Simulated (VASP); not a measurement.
# O2CH2 in VASP: settings compared

Aim: see how the results for O2CH2 move with the level of theory and the settings. Levels: PBEsol, PBE+D3, PBE+D4. Tasks: single point.

All numbers are computed with VASP 6.6.1; they aren't measurements. Logs are shortened: lines on timing, memory, paths and dates and some standing lists are left out, and cuts for length are marked.

## 1. Starting point

The cell holds a molecule in a box, 5 atoms: a = 13.343 Å, b = 13.843 Å, c = 14.343 Å, α = 90.00°, β = 90.00°, γ = 90.00°.

## 2. Single point, PBEsol

INCAR

```
  PREC = Accurate
  ENCUT = 400
  EDIFF = 1E-6
  ISMEAR = 0
  SIGMA = 0.01
  LREAL = F
  LASPH = T
  NELM = 80
  ALGO = Normal
  ISIF = 2
  LWAVE = F
  LCHARG = F
  GGA = PS
  ISYM = 0
```

KPOINTS

```
regular mesh
0
Gamma
  1 1 1
```

POSCAR

```
H2CO2                                   
1.0
   13.3432429698      0.0000000000      0.0000000000
    0.0000000000     13.8432429698      0.0000000000
    0.0000000000      0.0000000000     14.3432429698
  O               C               H             
     2     1     2
Selective dynamics
Direct
     0.4420683951000015    0.5019878909999989    0.4046502002000025   F   F   F
     0.4652420945895595    0.5217029547137875    0.5587183188790956   T   T   T
     0.4973776199387130    0.4995011382512229    0.4711228218909583   T   T   T
     0.5780737703576755    0.4793311471325375    0.4675715125725587   T   T   T
     0.5208020018519630    0.5154738693646139    0.6027250126853977   T   T   T
```

Potentials or basis: VASP PAW PBE potentials, release 64 (O, C, H).

Command:

```sh
cat potpaw_PBE.64/O/POTCAR potpaw_PBE.64/C/POTCAR potpaw_PBE.64/H/POTCAR > POTCAR
mpirun -np 4 vasp_gam > vasp.out
```

OUTCAR:

```text
PREC = Accurate
   ENCUT = 400
   EDIFF = 1E-6
   ISMEAR = 0
   LREAL = F
   LASPH = T
   NELM = 80
   ISIF = 2
   GGA = PS
   ISYM = 0

 ion  position               nearest neighbor table
   1  0.442  0.502  0.405-   3 1.21
   2  0.465  0.522  0.559-   5 0.98   3 1.36
   3  0.497  0.500  0.471-   4 1.11   1 1.21   2 1.36
   4  0.578  0.479  0.468-   3 1.11
   5  0.521  0.515  0.603-   2 0.98

IMPORTANT INFORMATION: All symmetrisations will be switched off!
NOSYMM: (Re-)initialisation of all symmetry stuff for point group C_1.

----------------------------------------------------------------------------------------

                                     Primitive cell

  volume of cell :    2649.3943

  direct lattice vectors                    reciprocal lattice vectors
    13.343242970  0.000000000  0.000000000     0.074944300  0.000000000  0.000000000
     0.000000000 13.843242970  0.000000000     0.000000000  0.072237409  0.000000000
     0.000000000  0.000000000 14.343242970     0.000000000  0.000000000  0.069719240

  length of vectors
    13.343242970 13.843242970 14.343242970     0.074944300  0.072237409  0.069719240

  position of ions in fractional coordinates (direct lattice)
     0.442068395  0.501987891  0.404650200
     0.465242095  0.521702955  0.558718319
     0.497377620  0.499501138  0.471122822
     0.578073770  0.479331147  0.467571513
     0.520802002  0.515473869  0.602725013

  ion indices of the primitive-cell ions
   primitive index   ion index
                 1           1
                 2           2
                 3           3
                 4           4
                 5           5

----------------------------------------------------------------------------------------

 KPOINTS: regular mesh

Automatic generation of k-mesh.
 Grid dimensions read from file:
 generate k-points for:    1    1    1

 Generating k-lattice:

  Cartesian coordinates                     Fractional coordinates (reciprocal lattice)
     0.074944300  0.000000000  0.000000000     1.000000000  0.000000000  0.000000000
     0.000000000  0.072237409  0.000000000     0.000000000  1.000000000  0.000000000
     0.000000000  0.000000000  0.069719240     0.000000000  0.000000000  1.000000000

  Length of vectors
     0.074944300  0.072237409  0.069719240

  Shift w.r.t. Gamma in fractional coordinates (k-lattice)
     0.000000000  0.000000000  0.000000000

 Subroutine IBZKPT returns following result:
 ===========================================

 Found      1 irreducible k-points:

 Following reciprocal coordinates:
            Coordinates               Weight
  0.000000  0.000000  0.000000      1.000000
   k-points           NKPTS =      1   k-points in BZ     NKDIM =      1   number of bands    NBANDS=     16
   number of dos      NEDOS =    301   number of ions     NIONS =      5
   total plane-waves  NPLWV = 777600
   dimension x,y,z NGX =    90 NGY =   90 NGZ =   96
   dimension x,y,z NGXF=   180 NGYF=  180 NGZF=  192
   ions per type =               2   1   2
   NGX,Y,Z   is equivalent  to a cutoff of  11.21, 10.81, 11.13 a.u.
   NGXF,Y,Z  is equivalent  to a cutoff of  22.43, 21.62, 22.25 a.u.
 SYSTEM =  unknown system
   PREC   = accura    normal or accurate (medium, high low for compatibility)
   ISTART =      0    job   : 0-new  1-cont  2-samecut
   ICHARG =      2    charge: 1-file 2-atom 10-const
   ISPIN  =      1    spin polarized calculation?
   LNONCOLLINEAR =      F non collinear calculations
   LSORBIT =      F    spin-orbit coupling
   LASPH  =      T    aspherical Exc in radial PAW
   ENCUT  =  400.0 eV  29.40 Ry    5.42 a.u.  21.76 22.57 23.39*2*pi/ulx,y,z
   NELM   =     80;   NELMIN=  2; NELMDL= -5     # of ELM steps
   EDIFF  = 0.1E-05   stopping-criterion for ELM
   LREAL  =      F    real-space projection
   EDIFFG = 0.1E-04   stopping-criterion for IOM
   NSW    =      0    number of steps for IOM
   IBRION =     -1    ionic relax: 0-MD 1-quasi-New 2-CG
   NFREE  =      0    steps in history (QN), initial steepest desc. (CG)
   ISIF   =      2    stress and relaxation
   ISYM   =      0    0-nonsym 1-usesym 2-fastsym
   POTIM  = 0.5000    time-step for ionic-motion
   TEBEG  =    0.0;   TEEND  =   0.0 temperature during run
   PSTRESS=    0.0 pullay stress
   NELECT =      18.0000    total number of electrons
   NUPDOWN=      -1.0000    fix difference up-down
   EMIN   =  10.00;   EMAX   =-10.00  energy-range for DOS
   EFERMI =   0.00;   METHOD = LEGACY
   ISMEAR =     0;   SIGMA  =   0.01  broadening in eV -4-tet -1-fermi 0-gaus
   EFERMI_NEDOS =   21; number of points for ismear=-14 and -15
   IALGO  =     38    algorithm
   IMIX   =      4    mixing-type and parameters
     AMIX     =   0.40;   BMIX     =  1.00
     AMIX_MAG =   1.60;   BMIX_MAG =  1.00
  volume/ion in A,a.u.               =     529.88      3575.80
  Fermi-wavevector in a.u.,A,eV,Ry     =   0.310063  0.585934  1.308053  0.096139
  Thomas-Fermi vector in A             =   1.187351
   LORBIT       =      0    0 simple, 1 ext, 2 COOP (PROOUT), +10 PAW based schemes
   GGA     = PS    functional components
   LHFCALC =     F    Hartree Fock is set to
   AEXX    =    0.0000 exact exchange contribution
   IVDW    =     0    specifies the selected vdW correction
   LEPSILON=     F    determine dielectric tensor
   LRPA    =     F    only Hartree local field effects (RPA)
 non-spin polarized calculation
 Gauss-broadening in eV      SIGMA  =   0.01
  energy-cutoff  :      400.00
  volume of cell :     2649.39
 maximum number of plane-waves:     24071
 NGX is ok and might be reduce to    90
   NGX = 43   NGY = 45   NGZ = 47

 number of electron      18.0000009 magnetization

 Free energy of the ion-electron system (eV)
  ---------------------------------------------------
  ext. energy  EPLUGINS =         0.00000000
  ---------------------------------------------------
  free energy    TOTEN  =       -30.45574005 eV

  energy without entropy =      -30.45574005  energy(sigma->0) =      -30.45574005

 E-fermi :  -6.7312     XC(G=0):  -0.3696

 val. band max:       -6.7794244753   @ k =   0.0000   0.0000   0.0000
 cond. band min:      -1.5811072510   @ k =   0.0000   0.0000   0.0000
 fundamental gap:      5.1983172242
 Fermi energy:        -6.7312494755

 k-point     1 :       0.0000    0.0000    0.0000
  band No.  band energies     occupation
      1     -27.8433      2.00000
      2     -25.8514      2.00000
      3     -15.8794      2.00000
      4     -14.3175      2.00000
      5     -11.0472      2.00000
      6     -11.0202      2.00000
[... 8 lines left out ...]
     15       0.6231      0.00000
     16       0.7154      0.00000

------------------------ aborting loop because EDIFF is reached ----------------------------------------

  FORCE on cell =-STRESS in cart. coord.  units (eV):
  Direction    XX          YY          ZZ          XY          YZ          ZX
  --------------------------------------------------------------------------------------
  -------------------------------------------------------------------------------------
  Total       -1.5900145     -1.6620416     -1.8471257      0.0000168     -0.0651428      0.1500192
  in kB       -0.9615349     -1.0050922     -1.1170187      0.0000101     -0.0393940      0.0907217
  external PRESSURE =      -1.0278819 kB  Pullay stress =       0.0000000 kB

 VOLUME and BASIS-vectors are now :
 -----------------------------------------------------------------------------
  energy-cutoff  :      400.00
  volume of cell :     2649.39
      direct lattice vectors                 reciprocal lattice vectors
    13.343242970  0.000000000  0.000000000     0.074944300  0.000000000  0.000000000
     0.000000000 13.843242970  0.000000000     0.000000000  0.072237409  0.000000000
     0.000000000  0.000000000 14.343242970     0.000000000  0.000000000  0.069719240

 POSITION                                       TOTAL-FORCE (eV/Angst)
 -----------------------------------------------------------------------------------
      5.89863      6.94914      5.80400         0.132748     -0.006540      0.173904
      6.20784      7.22206      8.01383         0.002707     -0.054840     -0.335103
      6.63663      6.91472      6.75743        -0.329057      0.099466      0.101587
      7.71338      6.63550      6.70649         0.101115     -0.021857      0.015694
      6.94919      7.13583      8.64503         0.092486     -0.016230      0.043917
 -----------------------------------------------------------------------------------
    total drift:                               -0.001491      0.000204     -0.000192

  FREE ENERGIE OF THE ION-ELECTRON SYSTEM (eV)
  ---------------------------------------------------
  free  energy   TOTEN  =       -30.4557400470 eV

  energy  without entropy=      -30.4557400470  energy(sigma->0) =      -30.45574005
```

Run time: 43 s. Hardware: 4 MPI ranks of Intel Xeon 6975P-C (Granite Rapids), shared host; peak memory 0.49 GiB.

What came out:

* Free energy: -30.4557 eV
* Largest force: 0.358 eV/Å
* Gap between the frontier levels: 5.20 eV

Forces in eV/Å, atoms in the order of the input:
```
O    0.133 -0.007  0.174
O    0.003 -0.055 -0.335
C   -0.329  0.099  0.102
H    0.101 -0.022  0.016
H    0.092 -0.016  0.044
```

Levels at points of the mesh, in eV from the valence-band top:
```tsv
k point	band 6	band 7	band 8	band 9	band 10	band 11	band 12	band 13
(0.00, 0.00, 0.00)	-4.24	-2.90	-1.32	0.00	5.20	5.82	6.88	6.99
```

Caveat: the cutoff is under 1.25 times the usual one of these potentials, so pressure, stress and relaxed cells hold a basis-set (Pulay) error; the standard files for N, O and F lose accuracy on very short bonds; the PAW data sets were made with another functional, which shifts forces and pressure a little.

## 3. Single point, PBE+D3

INCAR: that of step 2 with these lines changed.

```diff
@@ -12,3 +12,4 @@
   LCHARG = F
-  GGA = PS
+  GGA = PE
+  IVDW = 11
   ISYM = 0
```

KPOINTS is that of step 2.

POSCAR is that of step 2.

Potentials or basis: VASP PAW PBE potentials, release 64 (O, C, H).

Command:

```sh
cat potpaw_PBE.64/O/POTCAR potpaw_PBE.64/C/POTCAR potpaw_PBE.64/H/POTCAR > POTCAR
mpirun -np 4 vasp_gam > vasp.out
```

Run time: 40 s. Hardware: 4 MPI ranks of Intel Xeon 6975P-C (Granite Rapids), shared host; peak memory 0.47 GiB.

It converged, with:

| Quantity | Value |
| --- | --- |
| Free energy | -29.7763 eV |
| Largest force | 0.031 eV/Å |
| Gap between the frontier levels | 5.23 eV |
| Dispersion energy per atom | -0.002 eV |

Forces on the atoms (eV/Å):
```
O   -0.007 -0.004 -0.030
O   -0.009  0.004  0.017
C   -0.011  0.004  0.003
H    0.009  0.001  0.015
H    0.018 -0.005 -0.004
```

Levels at points of the mesh, in eV from the valence-band top:
```csv
k point,band 5,band 6,band 7,band 8,band 9,band 10,band 11,band 12,band 13,band 14
"(0.00, 0.00, 0.00)",-4.24,-4.21,-2.92,-1.29,0.00,5.23,5.76,6.89,6.97,7.31
```

Caveat: the cutoff is under 1.25 times the usual one of these potentials, so pressure, stress and relaxed cells hold a basis-set (Pulay) error; the standard files for N, O and F lose accuracy on very short bonds. As with any semilocal functional, this PBE gap is likely too small.

## 4. Single point, PBE+D4

INCAR: that of step 3 with these lines changed.

```diff
@@ -13,3 +13,3 @@
   GGA = PE
-  IVDW = 11
+  IVDW = 13
   ISYM = 0
```

KPOINTS is that of step 3.

POSCAR is that of step 3.

Command:

```sh
cat potpaw_PBE.64/O/POTCAR potpaw_PBE.64/C/POTCAR potpaw_PBE.64/H/POTCAR > POTCAR
mpirun -np 4 vasp_gam > vasp.out
```

Wall time 53 s (4 MPI ranks of Intel Xeon 6975P-C (Granite Rapids), shared host); peak memory 0.49 GiB.

The run converged. Its results:

| Property | Result |
| --- | --- |
| Free energy | -29.8088 eV |
| Largest force | 0.023 eV/Å |
| Gap between the frontier levels | 5.23 eV |
| Dispersion energy per atom | -0.009 eV |

Forces on the atoms (eV/Å):
```
O    0.001 -0.004 -0.021
O   -0.005  0.001  0.004
C   -0.011  0.004  0.004
H   -0.006  0.006  0.020
H    0.021 -0.006 -0.007
```

Levels at points of the mesh, in eV from the valence-band top:
```tsv
k point	band 5	band 6	band 7	band 8	band 9	band 10	band 11	band 12	band 13	band 14
(0.00, 0.00, 0.00)	-4.24	-4.21	-2.92	-1.29	0.00	5.23	5.76	6.89	6.97	7.31
```

Caveat: the cutoff is under 1.25 times the usual one of these potentials, so pressure, stress and relaxed cells hold a basis-set (Pulay) error; the standard files for N, O and F lose accuracy on very short bonds.

## 5. Summary

```csv
level,gap on the mesh (eV),largest force (eV/Å)
PBEsol,5.20,0.36
PBE+D3,5.23,0.03
PBE+D4,5.23,0.02
```

Alike in all rows: task single point; potentials or basis VASP PAW PBE potentials, release 64 (O, C, H); no spin polarisation; cell as given; k mesh 1 × 1 × 1; cutoff (eV) 400; smearing gaussian 0.01 eV.

On the cell as given the gap runs from 5.20 eV (PBEsol) to 5.23 eV (PBE+D3).

Caveats: the cutoff is under 1.25 times the usual one of these potentials, so pressure, stress and relaxed cells hold a basis-set (Pulay) error; the standard files for N, O and F lose accuracy on very short bonds; the PAW data sets were made with another functional, which shifts forces and pressure a little (some runs).

Absolute energies hang on the potentials; compare differences alone.
